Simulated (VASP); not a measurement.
Input of a VASP 6.6.1 run:

POSCAR

```
I
1.0
   -2.0893754423      2.0893754423      2.0893754423
    2.0893754423     -2.0893754423      2.0893754423
    2.0893754423      2.0893754423     -2.0893754423
I
1
Direct
    0.0000000000      0.0000000000      0.0000000000
```

Contents of INCAR.step1:

```
SYSTEM = I
PREC = Accurate
ENCUT = 520
EDIFF = 1E-5
ISMEAR = -1
SIGMA = 0.05
LREAL = .FALSE.
LASPH = .TRUE.
NELM = 60
ALGO = Normal
ISIF = 2
LWAVE = .TRUE.
LCHARG = .FALSE.
GGA = PE
```

File INCAR.step2:

```
SYSTEM = I
PREC = Accurate
ENCUT = 520
EDIFF = 1E-7
ISMEAR = -1
SIGMA = 0.05
LREAL = .FALSE.
LASPH = .TRUE.
NELM = 60
ALGO = Normal
ISIF = 2
LWAVE = .FALSE.
LCHARG = .FALSE.
METAGGA = R2SCAN
LHFCALC = .TRUE.
AEXX = 0.1
LMIXTAU = .TRUE.
PRECFOCK = Normal
IVDW = 12
VDW_S6 = 1.0
VDW_S8 = 1.1236
VDW_A1 = 0.4709
VDW_A2 = 5.9157
ISTART = 1
```

The input KPOINTS:

```
regular mesh
0
G
  5 5 5
  0 0 0
```

The input KPOINTS_OPT:

```
path GHNGPH,PN
10
line-mode
reciprocal
 0.0000000000  0.0000000000  0.0000000000  G
 0.5000000000 -0.5000000000  0.5000000000  H

 0.5000000000 -0.5000000000  0.5000000000  H
 0.0000000000  0.0000000000  0.5000000000  N

 0.0000000000  0.0000000000  0.5000000000  N
 0.0000000000  0.0000000000  0.0000000000  G

 0.0000000000  0.0000000000  0.0000000000  G
 0.2500000000  0.2500000000  0.2500000000  P

 0.2500000000  0.2500000000  0.2500000000  P
 0.5000000000 -0.5000000000  0.5000000000  H

 0.2500000000  0.2500000000  0.2500000000  P
 0.0000000000  0.0000000000  0.5000000000  N
```

Potentials or basis: VASP PAW PBE potentials, release 64 (I).

The run is started by

```sh
$ cat potpaw_PBE.64/I/POTCAR > POTCAR
$ cp INCAR.step1 INCAR
$ mpirun -np 1 vasp_std > vasp.out
$ cp INCAR.step2 INCAR
$ mpirun -np 1 vasp_std > vasp.out
```

Predict the pressure.

-2.5 GPa.

Estimate the dispersion energy per atom.

-0.195 eV.

Levels at the corners of the path, in eV from the Fermi level:
| point | band 1 | band 2 | band 3 | band 4 | band 5 | band 6 | band 7 |
| --- | --- | --- | --- | --- | --- | --- | --- |
| Γ | -14.50 | 0.93 | 0.93 | 0.93 | 8.03 | 10.70 | 10.70 |
| H | -11.83 | -2.90 | -2.90 | -2.90 | 5.31 | 5.31 | 17.64 |
| H | -11.83 | -2.90 | -2.90 | -2.90 | 5.31 | 5.31 | 17.67 |
| N | -12.88 | -4.81 | -1.03 | 0.54 | 6.63 | 8.03 | 14.12 |
| N | -12.88 | -4.81 | -1.03 | 0.54 | 6.63 | 8.03 | 14.14 |
| Γ | -14.50 | 0.93 | 0.93 | 0.93 | 8.03 | 10.70 | 10.70 |
| Γ | -14.50 | 0.93 | 0.93 | 0.93 | 8.03 | 10.70 | 10.70 |
| P | -12.65 | -2.84 | -2.84 | -2.84 | 11.70 | 11.70 | 11.70 |
| P | -12.65 | -2.84 | -2.84 | -2.84 | 11.70 | 11.70 | 11.70 |
| H | -11.83 | -2.90 | -2.90 | -2.90 | 5.31 | 5.31 | 17.65 |
| P | -12.65 | -2.84 | -2.84 | -2.84 | 11.70 | 11.70 | 11.70 |
| N | -12.88 | -4.81 | -1.03 | 0.54 | 6.63 | 8.03 | 14.12 |

Caveat: the k mesh is coarse (spacing up to 0.43 Å⁻¹), so the values aren't converged, least of all with exact exchange; an unscreened hybrid on a path of extra k points without a Coulomb cutoff has errors near the mesh points, so the bands along the path aren't reliable; the PAW data sets were made with another functional, which shifts forces and pressure a little; spin-orbit coupling is left out, which moves the levels of the heavy elements; an odd number of electrons without spin polarisation forces a metal; a magnetic or distorted state may lie lower; pairwise dispersion overbinds metals, which lowers pressure and volume.
